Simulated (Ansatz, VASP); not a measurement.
## Two plane-wave programs on GaCo

```
Ga Co
1.0
     3.10023    0.00000    0.00000
     0.00000    3.10023    0.00000
     0.00000    0.00000    3.10023
Ga Co
1 1
Direct
  0.50000 0.50000 0.50000
  0.00000 0.00000 0.00000
```

Change from the starting cell: volume scaled by 1.25, no spin polarisation, PAW files.

Alike in both runs: task single point; functional LDA; k mesh 11 × 11 × 11; occupations fermi-dirac, width 0.08 eV; no spin polarisation.

|  | VASP | Ansatz |
| --- | --- | --- |
| version | VASP 6.6.1 | Ansatz 0.2.0 |
| potentials or method | VASP PAW LDA potentials, release 64 (Ga_d, Co) | PAW with Ansatz's default frozen-core files, scalar-relativistic |
| plane-wave cutoff (eV) | 520 | 420 |
| valence electrons in the cell | 22 | 30 |

Ansatz gave:

```
pressure (GPa) : -31.4
```

Which values does VASP return?

Pressure (GPa): -31.1.

The two sets of potentials don't hold the same shells in valence.

Caveats: the cell as given lies far from equilibrium; so large a pressure means that the cell lies far from this level's equilibrium, or that cutoff or potentials fall short (VASP). Spin polarisation is off, so any magnetic state and its effect on volume and gap are missing.
